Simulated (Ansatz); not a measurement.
Reaction (isomerisation): `OCc1ccccc1` → `Cc1cccc(O)c1`

Calculated with Ansatz (gas phase, PBE0-D4/def2-TZVP geometries, no zero-point term in ΔE). CCSD(T)/CBS adds triple-zeta CCSD(T) − MP2 to the extrapolated MP2 energy (def2 sets, frozen cores). DFT in def2-TZVPP. HSE06 is defined as in plane-wave codes. Each species was taken in one conformer, which may not be the lowest.

```json
{"level": "PBE0-D4", "ΔE (kcal/mol)": "-8.0"}
{"level": "revPBE", "ΔE (kcal/mol)": "-8.3"}
{"level": "HSE06", "ΔE (kcal/mol)": "-8.0"}
{"level": "CCSD/def2-SVP", "ΔE (kcal/mol)": "-6.3"}
```

(1) What does CCSD(T)/CBS give? (Estimate.)

Largest T1 diagnostic among the species: 0.011.

## Answers

(1) Ansatz gave: -6.2 kcal/mol. The listed levels differ from it by -1.8, -2.1, -1.8, -0.1 kcal/mol.

In def2-TZVPP, CCSD(T) changes the Hartree–Fock value by −0.7 kcal/mol (the triples alone add −0.3 kcal/mol) and MP2 by −1.0 kcal/mol. From BLYP to BHLYP (50 % exact exchange), in def2-TZVPP and without D4, ΔE moves by +1.0 kcal/mol.

CCSD(T)/CBS has its own doubt, a few kJ/mol and more with outer-core shells, so smaller differences from it don't rank the levels.
